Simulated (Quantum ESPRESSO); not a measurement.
# HfO2 (P4_2/nmc) in Quantum ESPRESSO: equation of state, part 2 of 2

Quantum ESPRESSO 7.5. Earlier steps stand in the parts before.

**4. Single point, PBEsol, 10.69 Å³/atom**

The input, pw.in:

```
&CONTROL
  calculation = 'scf'
  prefix = 'pwscf'
  outdir = './tmp'
  pseudo_dir = './pseudo'
  tstress = .true.
  disk_io = 'nowf'
/
&SYSTEM
  ibrav = 0
  nat = 6
  ntyp = 2
  ecutwfc = 45
  ecutrho = 360
  nbnd = 33
  occupations = 'smearing'
  smearing = 'fd'
  degauss = 0.00367493
/
&ELECTRONS
  conv_thr = 1.2d-09
  electron_maxstep = 120
  mixing_beta = 0.5
/
ATOMIC_SPECIES
Hf   178.4900 hf_pbesol_v1.uspp.F.UPF
O     15.9990 o_pbesol_v1.2.uspp.F.UPF
CELL_PARAMETERS angstrom
   3.5341392861    0.0000000000    0.0000000000
   0.0000000000    3.5341392861    0.0000000000
   0.0000000000    0.0000000000    5.1371496862
ATOMIC_POSITIONS crystal
Hf     0.0000000000    0.0000000000    0.0000000000
Hf     0.5000000000    0.5000000000    0.5000000000
O      0.0000000000    0.5000000000    0.1972078800
O      0.5000000000    0.0000000000    0.3027921200
O      0.5000000000    0.0000000000    0.8027921200
O      0.0000000000    0.5000000000    0.6972078800
K_POINTS automatic
8 8 5 0 0 0
```

Potentials or basis: GBRV 1.5 PBEsol.

The run is started by

```sh
> OMP_NUM_THREADS=1 mpirun -n 2 pw.x -nk 2 -in pw.in > pw.out
```

pw.out:

```text
This program is part of the open-source Quantum ESPRESSO suite
     for quantum simulation of materials; please cite
         "P. Giannozzi et al., J. Phys.:Condens. Matter 21 395502 (2009);
         "P. Giannozzi et al., J. Phys.:Condens. Matter 29 465901 (2017);
         "P. Giannozzi et al., J. Chem. Phys. 152 154105 (2020);
     in publications or presentations arising from this work. More details at

     Message from routine setup:
     using ibrav=0 with symmetry is DISCOURAGED, use correct ibrav instead

     K-points division:     npool     =       2
     Subspace diagonalization in iterative solution of the eigenvalue problem:
     a serial algorithm will be used

     G-vector sticks info
     --------------------
     sticks:   dense  smooth     PW     G-vecs:    dense   smooth      PW
     Sum        1281     641    193                49891    17665    2959

     Using Slab Decomposition

     bravais-lattice index     =            0
     lattice parameter (alat)  =       6.6786  a.u.
     unit-cell volume          =     432.9983 (a.u.)^3
     number of atoms/cell      =            6
     number of atomic types    =            2
     number of electrons       =        48.00
     number of Kohn-Sham states=           33
     kinetic-energy cutoff     =      45.0000  Ry
     charge density cutoff     =     360.0000  Ry
     scf convergence threshold =      1.2E-09
     mixing beta               =       0.5000
     number of iterations used =            8  plain     mixing
     Exchange-correlation= SLA  PW   PSX  PSC
[... 109 lines left out ...]
     Dense  grid:    49891 G-vectors     FFT dimensions: (  48,  48,  60)

     Smooth grid:    17665 G-vectors     FFT dimensions: (  30,  30,  48)

     Check: negative core charge=   -0.000002

     Initial potential from superposition of free atoms

     starting charge      44.0000, renormalised to      48.0000

     negative rho (up, down):  2.317E-01 0.000E+00
     Starting wfcs are   42 randomized atomic wfcs

     Self-consistent Calculation

     iteration #  1     ecut=    45.00 Ry     beta= 0.50
     Davidson diagonalization with overlap
     ethr =  1.00E-02,  avg # of iterations =  2.2

     negative rho (up, down):  2.218E-01 0.000E+00
[... 67 lines left out ...]
     iteration #  9     ecut=    45.00 Ry     beta= 0.50
     Davidson diagonalization with overlap
     ethr =  5.67E-11,  avg # of iterations =  2.4

     negative rho (up, down):  2.275E-01 0.000E+00

     End of self-consistent calculation

          k = 0.0000 0.0000 0.0000 (  2189 PWs)   bands (ev):

   -48.1685 -48.1488 -17.3006 -16.8930 -16.8930 -16.8064 -16.7654 -16.7654
    -6.2642  -4.5622  -4.1104  -3.5181   6.2989   6.8930   7.1059   7.1059
     9.1275   9.1275  10.5121  10.5121  11.0982  11.7038  11.7313  11.7313
    16.5724  16.6059  17.9028  18.1405  18.4127  19.6043  21.1711  21.1711
    23.0442
[... 347 lines left out ...]
   -48.1458 -48.1458 -17.2108 -17.2108 -17.1041 -17.1041 -16.9277 -16.9277
    -4.2044  -4.2044  -4.0518  -4.0518   6.7546   6.7546   7.6469   7.6469
     9.5528   9.5528  10.1887  10.1887  10.3874  10.3874  11.7505  11.7505
    17.8965  17.8965  18.2135  18.2135  19.4255  19.4255  19.5301  19.5301
    21.3737

     the Fermi energy is    14.5176 ev

!    total energy              =    -446.97097974 Ry
     estimated scf accuracy    <          8.1E-10 Ry
     smearing contrib. (-TS)   =       0.00000000 Ry
     internal energy E=F+TS    =    -446.97097974 Ry

     The total energy is F=E-TS. E is the sum of the following terms:
     one-electron contribution =     -50.67129398 Ry
     hartree contribution      =      55.27339203 Ry
     xc contribution           =    -179.96398240 Ry
     ewald contribution        =    -271.60909540 Ry

     convergence has been achieved in   9 iterations

     Computing stress (Cartesian axis) and pressure

     negative rho (up, down):  2.275E-01 0.000E+00
          total   stress  (Ry/bohr**3)                   (kbar)     P=       55.24
   0.00041027   0.00000000   0.00000000           60.35        0.00        0.00
   0.00000000   0.00041027   0.00000000            0.00       60.35        0.00
   0.00000000   0.00000000   0.00030597            0.00        0.00       45.01

=------------------------------------------------------------------------------=
   JOB DONE.
=------------------------------------------------------------------------------=
```

Wall time 38 s (2 MPI ranks of Arm Neoverse V1, shared host); peak memory 0.5 GiB.

What came out:

```
Free energy            : -6081.3500 eV
Pressure               : 5.5 GPa
Band gap on the k mesh : 4.76 eV, indirect (least direct gap 4.84 eV)
```

Caveat: spin-orbit coupling is left out, which moves the levels of the heavy elements; an odd mesh through Γ misses points on the zone boundary, where band edges often lie.

**5. Single point, PBEsol, 10.91 Å³/atom**

Changes to pw.in since step 4:

```diff
@@ -28,5 +28,5 @@
 CELL_PARAMETERS angstrom
-   3.5341392861    0.0000000000    0.0000000000
-   0.0000000000    3.5341392861    0.0000000000
-   0.0000000000    0.0000000000    5.1371496862
+   3.5580193300    0.0000000000    0.0000000000
+   0.0000000000    3.5580193300    0.0000000000
+   0.0000000000    0.0000000000    5.1718612100
 ATOMIC_POSITIONS crystal
```

The run is started by

```sh
> OMP_NUM_THREADS=1 mpirun -n 2 pw.x -nk 2 -in pw.in > pw.out
```

It took 41 s on 2 MPI ranks of Arm Neoverse V1, shared host; peak memory 0.52 GiB.

The run converged. Its results:

```
Free energy            : -6081.3744 eV
Pressure               : 0.0 GPa
Band gap on the k mesh : 4.69 eV, indirect (least direct gap 4.76 eV)
```

Caveat: spin-orbit coupling is left out, which moves the levels of the heavy elements; an odd mesh through Γ misses points on the zone boundary, where band edges often lie.

**6. Single point, PBEsol, 11.13 Å³/atom**

Changes to pw.in since step 5:

```diff
@@ -28,5 +28,5 @@
 CELL_PARAMETERS angstrom
-   3.5580193300    0.0000000000    0.0000000000
-   0.0000000000    3.5580193300    0.0000000000
-   0.0000000000    0.0000000000    5.1718612100
+   3.5815830586    0.0000000000    0.0000000000
+   0.0000000000    3.5815830586    0.0000000000
+   0.0000000000    0.0000000000    5.2061129447
 ATOMIC_POSITIONS crystal
```

Potentials or basis: GBRV 1.5 PBEsol.

The run is started by

```sh
> OMP_NUM_THREADS=1 mpirun -n 2 pw.x -nk 2 -in pw.in > pw.out
```

Wall time 42 s (2 MPI ranks of Arm Neoverse V1, shared host); peak memory 0.52 GiB.

It converged, with:

```yaml
Free_energy: -6081.3562 eV
Pressure: -4.9 GPa
Band_gap_on_the_k_mesh: 4.61 eV, indirect (least direct gap 4.68 eV)
```

Caveat: spin-orbit coupling is left out, which moves the levels of the heavy elements; an odd mesh through Γ misses points on the zone boundary, where band edges often lie.

**7. Single point, PBEsol, 11.35 Å³/atom**

Changes to pw.in since step 6:

```diff
@@ -28,5 +28,5 @@
 CELL_PARAMETERS angstrom
-   3.5815830586    0.0000000000    0.0000000000
-   0.0000000000    3.5815830586    0.0000000000
-   0.0000000000    0.0000000000    5.2061129447
+   3.6048407432    0.0000000000    0.0000000000
+   0.0000000000    3.6048407432    0.0000000000
+   0.0000000000    0.0000000000    5.2399198202
 ATOMIC_POSITIONS crystal
```

The run is started by

```sh
> OMP_NUM_THREADS=1 mpirun -n 2 pw.x -nk 2 -in pw.in > pw.out
```

It took 43 s on 2 MPI ranks of Arm Neoverse V1, shared host; peak memory 0.52 GiB.

Results (log left out):

```yaml
Free_energy: -6081.2994 eV
Pressure: -9.4 GPa
Band_gap_on_the_k_mesh: 4.53 eV, indirect (least direct gap 4.60 eV)
```

Caveat: spin-orbit coupling is left out, which moves the levels of the heavy elements; an odd mesh through Γ misses points on the zone boundary, where band edges often lie.

**8. Single point, PBEsol, 11.57 Å³/atom**

Changes to pw.in since step 7:

```diff
@@ -28,5 +28,5 @@
 CELL_PARAMETERS angstrom
-   3.6048407432    0.0000000000    0.0000000000
-   0.0000000000    3.6048407432    0.0000000000
-   0.0000000000    0.0000000000    5.2399198202
+   3.6278021313    0.0000000000    0.0000000000
+   0.0000000000    3.6278021313    0.0000000000
+   0.0000000000    0.0000000000    5.2732960055
 ATOMIC_POSITIONS crystal
```

The run is started by

```sh
> OMP_NUM_THREADS=1 mpirun -n 2 pw.x -nk 2 -in pw.in > pw.out
```

It took 44 s on 2 MPI ranks of Arm Neoverse V1, shared host; peak memory 0.54 GiB.

The run converged. Its results:

| Property | Result |
| --- | --- |
| Free energy | -6081.2078 eV |
| Pressure | -13.4 GPa |
| Band gap on the k mesh | 4.46 eV, indirect (least direct gap 4.52 eV) |

Caveat: spin-orbit coupling is left out, which moves the levels of the heavy elements; an odd mesh through Γ misses points on the zone boundary, where band edges often lie.

**9. Equation of state, PBEsol**

Potentials or basis: GBRV 1.5 PBEsol.

This step only gathers the single runs of the series.

What came out:

```
Equilibrium volume                        : 10.92 Å³/atom
Bulk modulus at fixed shape and positions : 260 GPa
Pressure derivative of the bulk modulus   : 4.3
```

Energy against volume, from the lowest point:
```
volume (Å³/atom)  energy (meV/atom)
          10.257              36.96
          10.476              16.09
          10.694               4.07
          10.912               0.00
          11.130               3.04
          11.349              12.50
          11.567              27.77
```

Caveat: the cell was scaled at fixed shape and fractional positions, which overstates the stiffness of a crystal with free parameters, most of all of layers and chains. Spin-orbit coupling is left out, which matters for the levels of Hf.
